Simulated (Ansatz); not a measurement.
The system is SnO.

```
CELL_PARAMETERS angstrom
3.81370 0.00000 0.00000
0.00000 3.81370 0.00000
0.00000 0.00000 4.88691
ATOMIC_POSITIONS crystal
Sn 0.50000 0.00000 0.76463
Sn 0.00000 0.50000 0.23537
O 0.00000 0.00000 0.00000
O 0.50000 0.50000 0.00000
```

The cell is a database's computed one.

| Item | Value |
| --- | --- |
| Program | Ansatz 0.2.0 |
| Task | relaxation of cell and atoms |
| Functional | RPBE |
| Dispersion | D4 |
| Potentials or basis | Ansatz PAW |
| Cutoff | 420 eV (not typed: the program's choice for these potentials) |
| k mesh | 7 × 7 × 6 |
| Occupations | fermi-dirac, width 0.05 eV |
| Spin | no spin polarisation |

At the start: volume 17.77 Å³/atom.

How do energy, volume and symmetry change on relaxing?

It ends after 8 steps and the volume is 17.25 Å³/atom (-2.9 %); space group P4/nmm (No. 129, to 0.05 Å).

Step by step:
| step | energy change (eV) | largest force (eV/Å) | volume (Å³) |
| --- | --- | --- | --- |
| 1 | 0.0000 | 0.5868 | 71.08 |
| 2 | -0.0124 | 0.6172 | 67.10 |
| 3 | -0.0357 | 0.0448 | 69.10 |
| 4 | -0.0374 | 0.0055 | 69.22 |
| 5 | -0.0380 | 0.0068 | 69.24 |
| 6 | -0.0352 | 0.0081 | 69.24 |
| 7 | -0.0361 | 0.0023 | 68.99 |
| 8 | -0.0354 | 0.0022 | 68.99 |

Final structure:
```
Sn O
1.0
     3.84257    0.00000    0.00000
     0.00000    3.84257    0.00000
     0.00000    0.00000    4.67237
Sn O
2 2
Cartesian
  1.9213 0.0000 3.5093
  0.0000 1.9213 1.1630
  0.0000 0.0000 0.0000
  1.9213 1.9213 0.0000
```

Caveat: the plane-wave basis is chosen anew once the cell has moved, so the energies of steps on either side of that aren't comparable; the pressure holds a Pulay correction of +0.4 GPa for the finite cutoff; the PAW data sets come from PBE, with cores solved anew for the run's functional, which leaves a small shift of forces and pressure.
